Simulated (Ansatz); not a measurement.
FeSi2 (Linzhiite):

```
Fe Si
1.0
     2.68400    0.00000    0.00000
     0.00000    2.68400    0.00000
     0.00000    0.00000    5.12800
Fe Si
1 2
Direct
  0.00000 0.00000 0.00000
  0.50000 0.50000 0.73000
  0.50000 0.50000 0.27000
```

```yaml
Program: Ansatz 0.2.0
Task: relaxation of cell and atoms
Functional: LDA
Potentials_or_basis: Ansatz PAW
Cutoff: "420 eV (not typed: the program's choice for these potentials)"
k_mesh: 10 × 10 × 5
Occupations: fermi-dirac, width 0.05 eV
Spin: collinear spin, ferromagnetic start
Starting_moments: "[3.0, 0.0, 0.0] μB"
Hubbard_terms: Fe d U = 8 eV
```

At the start: volume 12.31 Å³/atom.

Task: How do energy, volume and symmetry change on relaxing?

Result: It ends after 11 steps and the volume is 14.47 Å³/atom (+17.5 %); space group P4/mmm (No. 123, to 0.05 Å); moment 2.54 μB per cell.

Step by step:
```csv
step,energy change (eV),largest force (eV/Å),volume (Å³)
1,0.0000,1.7834,36.94
2,-0.2605,0.9622,38.94
3,-0.4236,0.5507,41.37
4,-0.4728,0.1221,43.99
5,-0.4784,0.0107,43.30
6,-0.4786,0.0002,43.21
7,-0.4889,0.0002,43.21
8,-0.4892,0.0058,43.38
9,-0.4892,0.0001,43.40
10,-0.4892,0.0002,43.40
11,-0.4892,0.0002,43.40
```

Final structure:
```
Fe Si
1.0
     2.80061    0.00000    0.00000
     0.00000    2.80061    0.00000
     0.00000    0.00000    5.53360
Fe Si
1 2
Direct
  0.00000 0.00000 0.00000
  0.50000 0.50000 0.71045
  0.50000 0.50000 0.28955
```

Caveat: the magnetic or orbital state may not be the lowest; the volume moved by over 15 % at a fixed basis, so the end points are rough; the plane-wave basis is chosen anew once the cell has moved, so the energies of steps on either side of that aren't comparable; the PAW data sets come from PBE, with cores solved anew for the run's functional, which leaves a small shift of forces and pressure; the U is typed as a test and isn't derived for this compound.
